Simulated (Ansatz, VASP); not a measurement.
# Cross-check of ZnO (zincite) between VASP and Ansatz, part 2 of 3

Wanted: the spread between two codes on one cell, functional and k mesh.

VASP 6.6.1 and Ansatz 0.2.0.

So far: The structure; VASP: band structure, r2SCAN-EpsX with an exact-exchange share of 0.171.

### Step 3. Ansatz: band structure, r2SCAN-EpsX with an exact-exchange share of 0.171

Level of this step: Ansatz beside VASP: Kohn-Sham DFT, plane waves, r2SCAN-EpsX (Ansatz).

Ansatz runs on its default PAW (the set named soft_2) files.

The same cell, functional, mesh and smearing now go to Ansatz, which takes its cutoff from its data sets.

Contents of input.yaml:

```yaml
crystal:
  lattice:
    - [3.249308, 0.0, 0.0]
    - [-1.624654, 2.8139832727, 0.0]
    - [0.0, 0.0, 5.205709]
  atoms:
    - { symbol: Zn, position: [0.3333333333, 0.6666666667, 0.5] }
    - { symbol: Zn, position: [0.6666666667, 0.3333333333, 0.0] }
    - { symbol: O, position: [0.6666666667, 0.3333333333, 0.37901] }
    - { symbol: O, position: [0.3333333333, 0.6666666667, 0.87901] }
hamiltonian:
  xc: { exchange: r2scan, correlation: r2scan, exx: { coeff: 0.171 } }
  pseudopotentials: { kind: paw }
kpoints:
  mp_grid: { grid: [5, 5, 3] }
  band_path:
    path:
      - [0.0, 0.0, 0.0]
      - [0.4, 0.0, 0.0]
      - [0.4, 0.2, 0.0]
      - [0.2, 0.2, 0.0]
      - [0.0, 0.0, 0.1]
      - [0.0, 0.0, 0.5]
      - [0.4, 0.0, 0.5]
      - [0.4, 0.2, 0.5]
      - [0.2, 0.2, 0.5]
      - [0.5, 0.0, 0.4]
      - [0.33333, 0.33333, 0.0]
      - [0.33333, 0.33333, 0.5]
    npoints: 1
scf:
  occupations: { method: gaussian, width: 0.02 }
  n_extra_bands: 8
output:
  forces: true
  stress: true
  eigenvalues: true
```

The run is started by

```sh
> ansatz run input.yaml --threads 4 --pin off --max-ram 9216MiB --backend cpu --events-out ev --progress --plain --runs-dir out
```

Numbers of over 12 decimals in the logs are rounded to 6 here.

What it wrote:

```text
Warning: output.stress: scf.convergence.dr2_threshold = 1e-7 eV (the SCF's general default) is looser than the 4e-10 eV advised for a printed stress (1e-10 eV for each atom of the cell: 4). What an SCF threshold leaves in a stress goes as its square root, and in the free energy as the threshold itself, and one threshold admits the most on a small cell: [figures from the program's tests cut] Set scf.convergence.dr2_threshold to 4e-10 eV or tighter. The threshold is an SCF's pass mark: one that does not reach it within its budget of iterations ends unconverged, or closes short of it on a stop that the run arms, and scf.convergence.dr2_threshold's page says what that costs each kind of run
Warning: output.stress: scf.exx.energy_threshold = 1e-6 eV is looser than the 4e-8 eV advised for a stress under a hybrid functional (1e-8 eV for each atom of the cell: 4). Every SCF of the exchange loop can meet its threshold on dr2 while the loop round them stops early: no threshold on dr2 bounds what that leaves in the stress. Set scf.exx.energy_threshold to 4e-8 eV or tighter. The threshold is the loop's pass mark: a loop that does not reach it within its budget of cycles ends unconverged, and scf.exx.energy_threshold's page has the law
scf.n_extra_bands = 8 over 18 filled bands (N_el = 36.0): the run solves 26 bands
Engine: ansatz 0.2.0, aarch64-unknown-linux-gnu
Pseudopotentials: kind: paw
Pseudopotential: Zn, paw, valence charge 12, recommended cutoff 500 eV (meta_gga), Zn.paw.azcp
Pseudopotential: O, paw, valence charge 6, recommended cutoff 500 eV (meta_gga), O.paw.azcp
Functional definition: unnamed
  parameter a_1 = 0.171
  exchange = (1 - a_1)*r2scan_x + a_1*exact_x
  correlation = r2scan_c
Crystal: 4 atoms, lattice volume = 47.598 Å³
Basis set: ecut = 500 eV, 1213 PW (Γ), exchange–correlation on 96×96×160 points (64 copies of the dense FFT grid, shifted against one another)
Bands: 26, of which v1, the nominal top of the filled ones, is band 18 counted from 1 (17 counted from 0)
Symmetry: 12 space group operations
Space group: P63mc (ITA 186), of the structure as read, at distance tolerance 3.6e-5 Å
k-points: 10 of 75 (time reversal used)
Non-local potential: Zn, projectors of the file, l = 0: 2, l = 1: 2, l = 2: 3, l = 3: 1
Non-local potential: O, projectors of the file, l = 0: 2, l = 1: 2, l = 2: 1
PAW form: soft (Blöchl's): semilocal exchange-correlation on the pseudo side does not see the compensation charge
PAW frozen core: Zn, regenerated for the run's functional, and the local potential with it (the file was generated under x = pbe(κ = 0.804, μ = 0.219515), c = pbe(β = 0.066725))
PAW frozen core: O, regenerated for the run's functional, and the local potential with it (the file was generated under x = pbe(κ = 0.804, μ = 0.219515), c = pbe(β = 0.066725))
PAW one-centre angular grid: Zn, 590 points (default); XC on 261 of its mesh's 2673 points in the sphere
PAW one-centre angular grid: O, 302 points (default); XC on 160 Gauss nodes
Initial density: superposition of atomic densities (neutral atoms: chi_scale 0, normalization atom), corrected by the library's trained network
Initial wavefunctions: pseudopotential atomic-orbital guess
Functional: x = r2scan, c = r2scan; τ floored in thin density (d = 2e-4 eV/Å³), warm-up for x = 0.829 r2scan + 0.171 exact, c = r2scan; τ floored in thin density (d = 2e-4 eV/Å³)
SCF iter   1: F=—  HF=-7789.840533 eV  |F-HF|=—  |Δ(HF+E_count)|=         —  Δρ=2.12e-2  dr2=1.05e-1  dr2_τ=9.80e-2  ethr=1.77e-3  ⟨swp⟩=11.4  Hψ=1359  notcnv=0
preconditioner: auto → none  [insulator: Δε(μ)=1.389 eV  Ē_g=16.407 eV  σ=0.020 eV  W_gap=1.00  n_scr=22 (ndim 8)  ℏωp=32.3 eV  f_vac=0.034  D(μ)=0.00/eV (n_scr^D=0)]
iter 2 solved again at ethr=2.00e-5 eV; its pass at ethr=2.90e-4 eV (dr2=7.20e-3 eV) is discarded
SCF iter   2: F=—  HF=-7789.859476 eV  |F-HF|=—  |Δ(HF+E_count)|=   1.89e-2  Δρ=4.46e-3  dr2=7.22e-3  dr2_τ=7.65e-4  ethr=2.00e-5  ⟨swp⟩=2.0  Hψ=1340  notcnv=0
SCF iter   3: F=—  HF=-7789.853964 eV  |F-HF|=—  |Δ(HF+E_count)|=   5.51e-3  Δρ=4.08e-3  dr2=2.81e-3  dr2_τ=2.06e-4  ethr=2.00e-5  ⟨swp⟩=4.0  Hψ=905  notcnv=0
SCF iter   4: F=—  HF=-7789.854210 eV  |F-HF|=—  |Δ(HF+E_count)|=   2.45e-4  Δρ=1.65e-3  dr2=1.06e-3  dr2_τ=1.25e-4  ethr=7.80e-6  ⟨swp⟩=3.0  Hψ=557  notcnv=0
SCF iter   5: F=-7789.853996 eV  HF=-7789.854002 eV  |F-HF|=6.69e-6  |Δ(HF+E_count)|=   2.07e-4  Δρ=1.27e-4  dr2=8.50e-6  dr2_τ=1.05e-6  ethr=2.95e-6  ⟨swp⟩=3.2  Hψ=529  notcnv=0
SCF 1 stopped early in 5 iterations: F = -7789.853996 eV  dr2 = 8.50e-6
  greatest PAW one-centre occupation: 0.987 electrons in one spin orbital (limit 2), on the Zn atom at site 1 (counted from 0), in its partial waves of l = 2
Initial density: handed on by an earlier stage of this run
Initial wavefunctions: those handed on with the density
Functional: x = 0.829 r2scan + 0.171 exact, c = r2scan; τ floored in thin density (d = 2e-4 eV/Å³)
Frozen-core exchange: fock
SCF iter   1: F=—  HF=-7787.390730 eV  |F-HF|=—  |Δ(HF+E_count)|=         —  Δρ=1.30e-2  dr2=4.46e-2  dr2_τ=1.03e-4  ethr=2.36e-7  ⟨swp⟩=6.6  Hψ=1343  notcnv=0
preconditioner: auto → none  [insulator: Δε(μ)=2.843 eV  Ē_g=18.599 eV  σ=0.020 eV  W_gap=1.00  n_scr=22 (ndim 8)  ℏωp=32.3 eV  f_vac=0.039  D(μ)=0.00/eV (n_scr^D=0)]
SCF iter   2: F=—  HF=-7787.377207 eV  |F-HF|=—  |Δ(HF+E_count)|=   1.35e-2  Δρ=1.86e-3  dr2=2.04e-3  dr2_τ=6.53e-5  ethr=2.36e-7  ⟨swp⟩=4.5  Hψ=972  notcnv=0
SCF iter   3: F=—  HF=-7787.382830 eV  |F-HF|=—  |Δ(HF+E_count)|=   5.62e-3  Δρ=1.44e-3  dr2=6.30e-4  dr2_τ=3.37e-5  ethr=2.36e-7  ⟨swp⟩=4.0  Hψ=841  notcnv=0
SCF iter   4: F=—  HF=-7787.382671 eV  |F-HF|=—  |Δ(HF+E_count)|=   1.59e-4  Δρ=3.70e-4  dr2=4.14e-5  dr2_τ=2.87e-6  ethr=2.36e-7  ⟨swp⟩=4.0  Hψ=800  notcnv=0
SCF iter   5: F=—  HF=-7787.382787 eV  |F-HF|=—  |Δ(HF+E_count)|=   1.16e-4  Δρ=2.11e-4  dr2=2.45e-5  dr2_τ=1.27e-6  ethr=5.62e-8  ⟨swp⟩=3.0  Hψ=501  notcnv=0
SCF iter   6: F=-7787.382779 eV  HF=-7787.382780 eV  |F-HF|=1.23e-6  |Δ(HF+E_count)|=   6.59e-6  Δρ=6.27e-5  dr2=1.26e-6  dr2_τ=1.10e-7  ethr=5.62e-8  ⟨swp⟩=3.0  Hψ=483  notcnv=0
SCF 2 stopped early in 6 iterations: F = -7787.382779 eV  dr2 = 1.26e-6
  Residual-converged pass: ⟨swp⟩=4.0  Hψ=762  notcnv=0  max |occ|·‖R‖ = 5.8e-6 eV (tolerance 6.7e-6 eV)  dr2=1.26e-6  dr2_τ=1.30e-7  dr2_onsite=4.44e-7  max |Δocc| = 0.0e0
  greatest PAW one-centre occupation: 0.988 electrons in one spin orbital (limit 2), on the Zn atom at site 0 (counted from 0), in its partial waves of l = 2
hybrid outer 1: dexx = +6.072e-3 eV, tail = 1.53e-5 eV
Frozen-core exchange: fock
SCF iter   1: F=—  HF=-7787.382548 eV  |F-HF|=—  |Δ(HF+E_count)|=         —  Δρ=6.40e-5  dr2=1.21e-6  dr2_τ=1.01e-8  ethr=2.13e-7  ⟨swp⟩=3.5  Hψ=605  notcnv=0
preconditioner: auto → none  [insulator: Δε(μ)=2.800 eV  Ē_g=18.466 eV  σ=0.020 eV  W_gap=1.00  n_scr=22 (ndim 8)  ℏωp=32.3 eV  f_vac=0.045  D(μ)=0.00/eV (n_scr^D=0)]
SCF iter   2: F=—  HF=-7787.382548 eV  |F-HF|=—  |Δ(HF+E_count)|=   8.43e-9  Δρ=7.14e-6  dr2=3.79e-8  dr2_τ=2.49e-9  ethr=2.85e-9  ⟨swp⟩=4.0  Hψ=703  notcnv=0
SCF iter   3: F=—  HF=-7787.382548 eV  |F-HF|=—  |Δ(HF+E_count)|=   1.47e-7  Δρ=3.49e-6  dr2=3.98e-9  dr2_τ=1.05e-10  ethr=5.03e-11  ⟨swp⟩=3.4  Hψ=700  notcnv=0
SCF iter   4: F=-7787.382548 eV  HF=-7787.382548 eV  |F-HF|=1.02e-9  |Δ(HF+E_count)|=  5.74e-10  Δρ=1.51e-6  dr2=1.23e-9  dr2_τ=6.91e-11  ethr=7.94e-12  ⟨swp⟩=3.0  Hψ=515  notcnv=0
SCF 3 converged in 4 iterations: F = -7787.382548 eV  dr2 = 1.23e-9
  Residual-converged pass: ⟨swp⟩=4.0  Hψ=645  notcnv=0  max |occ|·‖R‖ = 6.2e-7 eV (tolerance 6.3e-7 eV)  dr2=1.29e-9  dr2_τ=7.13e-11  dr2_onsite=5.47e-10  max |Δocc| = 0.0e0
  greatest PAW one-centre occupation: 0.988 electrons in one spin orbital (limit 2), on the Zn atom at site 1 (counted from 0), in its partial waves of l = 2
hybrid outer 2: dexx = +1.487e-7 eV, tail = 5.72e-9 eV, Δε = 3.61e-3 eV (about 1.05e-4 eV left of the loop's levels), ΔF = 2.76e-4 eV/Å (tail 1.36e-4)
NSCF: frozen V_eff on 12 k-points
hybrid SCF converged: 2 outer / 10 inner (+5 warm-up), last move |dexx| = 1.49e-7 eV, tail = 5.72e-9 eV
Stability not checked: this state was not tested for a lower state beside it, because the functional holds exact exchange (a hybrid, or Hartree-Fock), whose exchange loop this test does not read (fock_operator; see scf.lower_state_search)
Free energy (F): -7787.382548 eV
Frozen-core exchange: fock
Harris-Foulkes:  -7787.382548 eV  (|F-HF|=1.02e-9)
Internal energy: -7787.382548 eV  (E = F + TS)
E sigma→0 (E₀):  -7787.382548 eV
Fermi energy:    7.161722 eV
--- Per-component energies (eV) ---
  E_band       = -10.565603
  E_kinetic    = 613.023699
  E_local      = -4028.761297  (includes V_loc(G=0)·N_el)
  E_nonlocal   = 1345.948739
  E_hartree    = 1667.904267
  E_xc         = -331.247450
  E_vxc        = -263.416134  (∫ρ·V_xc dr)
  E_exx        = -94.304849  (= α·E_x^exact, valence–valence)
  E_paw        = -3997.770778  (= ΣΔE_a)
  E_vpaw       = -839.092435  (= ΣTr[D̂ρ^β])
  E_aug_tail   = 0.001781  (compensation charges beyond the density's cutoff)
  E_vtau       = 14.530870  (kinetic-family band-sum trace: ∫τ·v_τ [+ j·A + Jᵃ·Aᵃ] dr)
  E_ewald      = -2962.594745
  E_core_change = 0.418083  (= ΣΔE_core)
  E_smearing   = -0.000000  (= −TS)
  E_closure    = 0.000004  (closes the sum)
  Σ components = -7787.382548   (vs F -7787.382548, Δ=-9.09e-13)
--- Forces (eV/Å), atoms counted from 1 ---
  atom   1  Zn    -0.00000000    -0.00000000    -0.07662975
  atom   2  Zn     0.00000000     0.00000000    -0.07662975
  atom   3  O     -0.00000000    -0.00000000     0.07675219
  atom   4  O     -0.00000000     0.00000000     0.07675219
  max |Σ_I F_I| component: 2.45e-4 eV/Å
--- Stress (GPa, compression-positive) ---
       -3.030633       0.000000      -0.000000
        0.000000      -3.030633      -0.000000
       -0.000000      -0.000000      -1.715543
  P = ⅓ Tr σ = -2.5923 GPa (-25.923 kbar)
--- Band table (eV; the first three rows and the last of 10) ---
  k-point 0: bands = [... 14 lower, 4.8974, 5.6976, 5.7613, 5.7613, 8.5621, 13.3696, 16.4419, 21.2677, ... 4 higher]
  k-point 1: bands = [... 14 lower, 5.1167, 5.1167, 5.5483, 5.5483, 10.1894, 12.3642, 17.3476, 19.9245, ... 4 higher]
  k-point 2: bands = [... 14 lower, 4.3716, 4.3843, 5.4007, 5.4799, 10.4313, 14.8131, 16.3047, 18.5081, ... 4 higher]
  k-point 9: bands = [... 14 lower, 2.8193, 3.7666, 4.0363, 4.5196, 14.5853, 15.1831, 16.3404, 17.2054, ... 4 higher]
```

The job ended after 44 s (4 threads of Arm Neoverse V2, shared host; peak memory 1 GiB; 2.4 min of CPU time).

Reading the cycles: dr2 is the Hartree energy of the density residual (eV), the measure of convergence; HF is the Harris–Foulkes estimate of the energy, which meets the free energy F at convergence.

### Step 4. Comparison

Known differences besides the potentials themselves: exact exchange at q = 0 is treated differently, which shows on coarse meshes; VASP keeps PBE cores, Ansatz makes them for the functional; the cutoff is 500 eV in Ansatz and 520 eV in VASP; VASP takes a coarser grid for exact exchange (PRECFOCK = Fast). Total energies have different zeros and are not compared.

Compared:

```
                     quantity  Ansatz   VASP  difference
gap over the path points (eV)   2.801  2.781      +0.020
```

Forces (eV/Å; atoms numbered as in POSCAR):

```
atom        Ansatz x, y, z          VASP x, y, z
 Zn1  0.000, 0.000, -0.077  0.000, 0.000, -0.088
 Zn2  0.000, 0.000, -0.077  0.000, 0.000, -0.088
  O3   0.000, 0.000, 0.077   0.000, 0.000, 0.088
  O4   0.000, 0.000, 0.077   0.000, 0.000, 0.088
```

Levels at points of the path, from each program's valence-band top (eV; 4 filled, then empty):

```
k (reciprocal lattice)                                    Ansatz                                     VASP
     0.000 0.000 0.000     -0.86 -0.06 0.00 0.00 2.80 7.61 10.68    -0.87 -0.06 0.00 0.00 2.78 7.58 10.67
     0.400 0.000 0.000    -2.85 -2.23 -1.15 -0.78 7.31 9.74 9.88   -2.85 -2.25 -1.15 -0.78 7.29 9.70 9.85
     0.400 0.200 0.000    -3.48 -2.52 -1.71 -1.42 9.20 9.76 9.85   -3.51 -2.53 -1.71 -1.42 9.18 9.72 9.82
     0.200 0.200 0.000  -2.98 -2.25 -0.97 -0.90 6.85 10.00 11.04  -2.96 -2.25 -0.97 -0.90 6.84 9.97 11.01
     0.000 0.000 0.100   -0.84 -0.25 -0.02 -0.02 3.02 7.51 10.77  -0.85 -0.25 -0.02 -0.02 3.00 7.48 10.75
     0.000 0.000 0.500   -0.43 -0.43 -0.43 -0.43 5.58 5.58 12.68  -0.43 -0.43 -0.43 -0.43 5.57 5.57 12.65
     0.400 0.000 0.500   -1.48 -1.48 -1.45 -1.45 7.77 7.77 11.21  -1.48 -1.48 -1.46 -1.46 7.74 7.74 11.19
     0.400 0.200 0.500   -2.46 -2.46 -1.31 -1.31 9.01 9.01 11.07  -2.46 -2.46 -1.31 -1.31 8.98 8.98 11.05
     0.200 0.200 0.500   -1.79 -1.79 -1.35 -1.35 7.92 7.92 11.60  -1.80 -1.80 -1.35 -1.35 7.90 7.90 11.57
     0.500 0.000 0.400   -1.83 -1.76 -1.36 -1.24 7.72 8.21 10.84  -1.84 -1.77 -1.37 -1.24 7.69 8.17 10.83
```

The forces differ by 6.7 meV/Å r.m.s., which is 13.2 % of the r.m.s. force of 0.05 eV/Å (both taken over all components). Among the levels compared at these points, filled levels agree within 20 meV and empty ones within 37 meV.

[end of part 2 of 3]

[Lines on the potential files, build, host, timing and source positions are cut from VASP's logs without a mark.]

[Logs are printed without paths, hosts, clocks, repeated set-up lines and the standing remarks that a program may print on its own settings, such as how far it seeks lower states.]

[Hosts, paths, dates, database ids (printed as entryN), source tags and the programs' standing remarks are cut or masked in the printed files.]
